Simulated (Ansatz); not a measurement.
A run of Ansatz 0.2.0 is set up as follows.

File input.yaml:

```yaml
crystal:
  lattice:
    - [3.1841260822, 0.0, 0.0]
    - [-1.5920630411, 2.757534076, 0.0]
    - [0.0, 0.0, 35.4372499633]
  atoms:
    - { symbol: S, position: [0.33333333, 0.66666666, 0.2116417049] }
    - { symbol: Mo, position: [0.0, 0.0, 0.2554183808] }
    - { symbol: S, position: [0.33333333, 0.66666666, 0.2991950567] }
    - { symbol: S, position: [0.33333333, 0.66666666, 0.7008049433] }
    - { symbol: Mo, position: [0.0, 0.0, 0.7445816192] }
    - { symbol: S, position: [0.33333333, 0.66666666, 0.7883582951] }
kpoints:
  mp_grid: { grid: [10, 10, 1] }
  band_path:
    path:
      - [0.0, 0.0, 0.0]
      - [0.5, 0.0, 0.0]
      - [0.3333333333, 0.3333333333, 0.0]
      - [0.0, 0.0, 0.0]
      - [0.0, 0.0, 0.5]
      - [0.5, 0.0, 0.5]
      - [0.3333333333, 0.3333333333, 0.5]
      - [0.0, 0.0, 0.5]
    npoints: 10
scf:
  occupations: { method: fermi_dirac, width: 0.05 }
hamiltonian:
  xc: pbe
  pseudopotentials: { kind: all_electron, lapw: { basis_error: 0.002 } }
output:
  forces: true
  stress: true
  eigenvalues: true
  fatbands: false
  dos: { projected: true, de: 0.2, e_range: [-20, 6] }
  populations: true
```

Potentials or basis: all-electron LAPW, scalar-relativistic.

Command:

```console
$ ansatz run input.yaml --threads 8 --pin off --max-ram 28672MiB --backend cpu --events-out ev --progress --plain --runs-dir out
```

Q: Predict the work function.

A: 5.07 eV.

Q: Predict the largest force.

A: 0.219 eV/Å.

Levels at the corners of the path, in eV from the valence-band top:
```
point  band 55  band 56  band 57  band 58  band 59  band 60  band 61  band 62
    Γ    -1.59    -1.59     0.00     0.00     2.72     2.72     2.72     2.72
    M    -1.05    -1.05    -0.67    -0.67     2.19     2.19     2.71     2.71
    K    -2.16    -2.16    -0.07    -0.07     1.59     1.59     3.07     3.07
    Γ    -1.59    -1.59     0.00     0.00     2.72     2.72     2.72     2.72
    A    -1.59    -1.59     0.00     0.00     2.72     2.72     2.72     2.72
    L    -1.05    -1.05    -0.67    -0.67     2.19     2.19     2.71     2.71
    H    -2.16    -2.16    -0.07    -0.07     1.59     1.59     3.07     3.07
    A    -1.59    -1.59     0.00     0.00     2.72     2.72     2.72     2.72
```

Caveat: the density of states is complete only up to the lowest level of the last band computed.
